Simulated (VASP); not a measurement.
# Al: convergence, self-consistent run

Al, Im-3m (no. 229), 1 atom in the cell. LDA; PAW potentials Al (LDA set). VASP 6.6.1.

Wanted: energy within 0.2 meV/atom; Fermi level within 0.005 eV.

What the run is for: comparing ways to start; Accuracy asked: tight.

POSCAR:
```
Al
1.0
   -1.5912186900      1.5912186900      1.5912186900
    1.5912186900     -1.5912186900      1.5912186900
    1.5912186900      1.5912186900     -1.5912186900
Al
1
Direct
    0.0000000000      0.0000000000      0.0000000000
```

## How the run starts (with a second run first, the time holds both)

| How the run starts (with a second run first, the time holds both) | Energy less reference (meV/atom) | Fermi level (eV) | Time (s) |
|---|---|---|---|
| from scratch: 9 SCF iterations | 0.00 | 8.0806 | 2.6 |
| orbitals of a nearby geometry (ISTART 1): 9 + 5 SCF iterations | 0.00 | 8.0804 | 7.4 |
| orbitals and density of a nearby geometry: 9 + 6 SCF iterations | 0.00 | 8.0807 | 7.6 |
| density of a nearby geometry (ICHARG 1): 9 + 8 SCF iterations | 0.00 | 8.0806 | 7.8 |
| orbitals in the old basis (ISTART 2), symmetry off: 9 + 5 SCF iterations | -0.03 | 8.0804 | 44 |

Chosen: from scratch: 9 SCF iterations; no other choice that stays within half of the tolerance saves 30 % of the time.

The chosen settings are those of the reference run.

## The input

INCAR:
```
GGA = CA
ISMEAR = 1
SIGMA = 0.1
LWAVE = F
LCHARG = F
ISIF = 2
PREC = Accurate
LASPH = T
LREAL = F
ALGO = Normal
EDIFF = 1E-6
NELM = 120
GGA_COMPAT = F
ENCUT = 400
```

KPOINTS:
```
k-points
0
Gamma
  14 14 14
```

Commands:
```
cat potpaw_LDA.64/Al/POTCAR > POTCAR
mpirun -np 1 vasp_std > vasp.out
```

The chosen input took VASP 6.6.1 2.6 s on 1 core (Intel Xeon Platinum 8375C @ 2.90GHz (Ice Lake)), a shared host.

## An input that fails: restart asked without its files

VASP's message: ERROR: charge density could not be read from file CHGCAR for ICHARG>10.

Changes against the starting input:
```
- NELM = 120
+ NELM = 60
+ ICHARG = 11
```
